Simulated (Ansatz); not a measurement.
Input of an Ansatz 0.2.0 run:

input.yaml

```yaml
crystal:
  lattice:
    - [1.938694, -1.95319015, 0.0]
    - [1.938694, 1.95319015, 0.0]
    - [0.0, 0.0, 3.0994300413]
  atoms:
    - { symbol: Ni, position: [0.5, 0.5, 0.5], spin: 1.0 }
    - { symbol: Al, position: [0.0, 0.0, 0.0] }
kpoints:
  mp_grid: { grid: [10, 10, 9] }
  band_path:
    path:
      - [0.0, 0.0, 0.0]
      - [0.4963028801, 0.4963028801, 0.0]
      - [0.0, 0.5, 0.0]
      - [0.0, 0.5, 0.5]
      - [0.4963028801, 0.4963028801, 0.5]
      - [0.0, 0.0, 0.5]
      - [0.0, 0.0, 0.0]
      - [-0.5, 0.5, 0.0]
    npoints: 8
scf:
  occupations: { method: fermi_dirac, width: 0.05 }
hamiltonian:
  xc: pbesol
  pseudopotentials: { kind: all_electron, lapw: { basis_error: 0.001 } }
magnetization:
  spin_polarized: true
output:
  forces: true
  stress: true
  eigenvalues: true
```

Potentials or basis: all-electron LAPW, scalar-relativistic.

The run is started by

```sh
$ ansatz run input.yaml --threads 2 --pin off --max-ram 6144MiB --backend cpu --events-out ev --progress --plain --runs-dir out
```

Task: Estimate the pressure.

Result: 0.4 GPa.

Task: Predict the net moment.

Result: 0.00 μB per cell.

Task: Predict the band gap along the path.

Result: None (metal or under the smearing width).

Task: Estimate the absolute moment.

Result: 0.00 μB per cell.

Stress tensor (GPa, compression positive):
```
 3.61  0.00  0.00
 0.00  1.94  0.00
 0.00  0.00 -4.28
```

Caveat: the starting moments weren't kept.
